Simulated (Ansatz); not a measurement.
## Mg started on an O site in rocksalt MgO, 64 atoms, charge +2

All numbers come from Ansatz (PAW, plane waves, no spin–orbit coupling) at the single k point (¼, ¼, ¼) without its symmetry partners. The atoms were relaxed with PBEsol in a fixed cell; other functionals are single points on those atoms unless said otherwise. The valence top and gap of the host come from its small cell on a dense mesh, with the band extrema sought between the mesh points, lined up by the mean potential, PBEsol gap 4.62 eV, HSE06 gap 6.46 eV. The charge correction uses an assumed dielectric constant of 9.8.

Cell: a = 8.429 Å, b = 8.429 Å, c = 8.429 Å, α = 90.00°, β = 90.00°, γ = 90.00°.

Nearest atoms after relaxation, from the placed atom (for vacancies from the middle of the vacant sites): O at 1.96 Å, O at 1.96 Å, O at 1.96 Å, Mg at 2.24 Å, Mg at 2.24 Å, Mg at 2.24 Å, Mg at 2.49 Å, Mg at 3.06 Å.

Chemical potentials μ are those of reference phases of the elements at zero temperature by the same functional (the usual solids, diamond for C, grey Sn, and the molecules H2, N2, O2, F2, Cl2, Br2 and S8).

```csv
functional,E(defect) − E(host) − Σ nμ + q·E_VBM (eV),monopole (eV),alignment (eV),formation energy at E_F = VBM (eV),moment (μB),"wall time, shared host"
PBEsol,6.06,0.99,-0.35,6.70,0 (no spin),8.3 s on NVIDIA GB300 (relaxation)
```

**Question.** Estimate the formation energy and moment that HSE06 gives on these atoms.

**Answer.** 4.82 eV at E_F = VBM (4.16 eV before the monopole term 0.99 eV and the alignment -0.33 eV), moment 0 (no spin).

**Question.** How does the monopole term follow by hand for this cubic cell?

**Answer.** q²·α·e²/(4πε₀)/(2εL) with the Madelung constant α = 2.837 and e²/4πε₀ = 14.40 eV·Å: 4 × 2.837 × 14.40 / (2 × 9.8 × 8.429) = 0.99 eV.

HSE06 one-electron levels near the gap (the ten most localised at most), from the host's valence top, not corrected for the charge's images:

```csv
level (eV),spin,filling,atoms sharing it,element of the atom with most weight
-0.25,both,2.00,15.5,O
-0.24,both,2.00,28.3,spread
-0.21,both,2.00,19.6,spread
-0.21,both,2.00,24.2,spread
-0.14,both,2.00,23.8,spread
-0.13,both,2.00,23.5,spread
-0.12,both,2.00,24.7,spread
0.15,both,2.00,28.6,spread
0.17,both,2.00,29.3,spread
2.67,both,2.00,8.8,Mg
```

All elements are taken at their own reference at once; growth conditions in equilibrium with the host shift these energies, by up to the host's formation enthalpy.

One k point and a cell of this size can leave errors of several tenths of an eV in such numbers.
